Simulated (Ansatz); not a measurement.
**CsI (CsCl type): other levels of theory at one geometry**

The task here is to estimate one member of a computed series from the others.

Computed with Ansatz 0.2.0 (DFT at several levels, plane waves, PAW, unless a step's input says otherwise).

1 further run of the same task is left out (it didn't finish).

## Starting point

It takes space group Pm-3m (No. 221, cubic). Conventional cell: a = 4.665 Å, b = 4.665 Å, c = 4.665 Å, α = 90.00°, β = 90.00°, γ = 90.00°. Cs (site symmetry m-3m) has 8 I at 4.04 Å as nearest neighbours. I (site symmetry m-3m) is surrounded by 8 Cs at 4.04 Å.

Structure file:

```
Cs I
1.0
     4.66547    0.00000    0.00000
     0.00000    4.66547    0.00000
     0.00000    0.00000    4.66547
Cs I
1 1
Direct
  0.00000 0.00000 0.00000
  0.50000 0.50000 0.50000
```

An earlier run at PBE left this cell at 50.776 Å³/atom and 0.01 GPa (8×8×8 mesh), gap on the mesh 3.69 eV.

Levels to run: PBE+SOC; r²SCAN; PBEsol; LDA; HSE06. Hardware: 2 threads of Arm Neoverse V2, shared host.

The first run:

input.yaml reads:

```yaml
crystal:
  lattice:
    - [4.6654673611, 0.0, 0.0]
    - [0.0, 4.6654673611, 0.0]
    - [0.0, 0.0, 4.6654673611]
  atoms:
    - { symbol: Cs, position: [0.0, 0.0, 0.0] }
    - { symbol: I, position: [0.5, 0.5, 0.5] }
basis:
  ecutwfc: 420
  ecutrho_ratio: 4
kpoints:
  mp_grid: { grid: [8, 8, 8] }
hamiltonian:
  xc: pbe
scf:
  occupations: { method: gaussian, width: 0.05 }
output:
  forces: true
  stress: true
  eigenvalues: true
  populations: true
  dos: { projected: true, de: 0.02 }
  write_density: true
  write_potential: true
  elf: true
  volumetric_format: npy
magnetization:
  noncollinear: true
  spin_orbit: true
```

Command:

```bash
$ ansatz run input.yaml --threads 2 --pin off --max-ram 2662MiB --backend cpu --events-out ev --progress --plain --runs-dir out
```

Steps of the session up to this table: PBE+SOC; r²SCAN; PBEsol; LDA; HSE06.

One table of the session follows, with a row left open; its other results are not shown here.

```
  level  gap on the mesh (eV)  pressure (GPa)
    PBE                  3.69             0.0
    LDA                  3.33            -1.9
 PBEsol                     ?               ?
PBE+SOC                  3.46             0.0
 r²SCAN                  4.39            -0.4
  HSE06                  4.67            -0.2
```

Estimate the missing values for PBEsol.

The run gave: gap on the mesh (eV): 3.53; pressure (GPa): -1.0. In the column «gap on the mesh (eV)» it lies between PBE+SOC (3.46) and PBE (3.69).

The pressure runs from -1.9 GPa (LDA) to 0.0 GPa (PBE+SOC); a negative pressure means that level wants a smaller cell, a positive one a larger cell. The gap is widest with HSE06 (4.67 eV) and narrowest with LDA (3.33 eV). Total energies of different levels have different zeros and can't be compared.

To keep in mind: Warnings in the runs' records: stress scf threshold loose, stress exchange threshold loose.
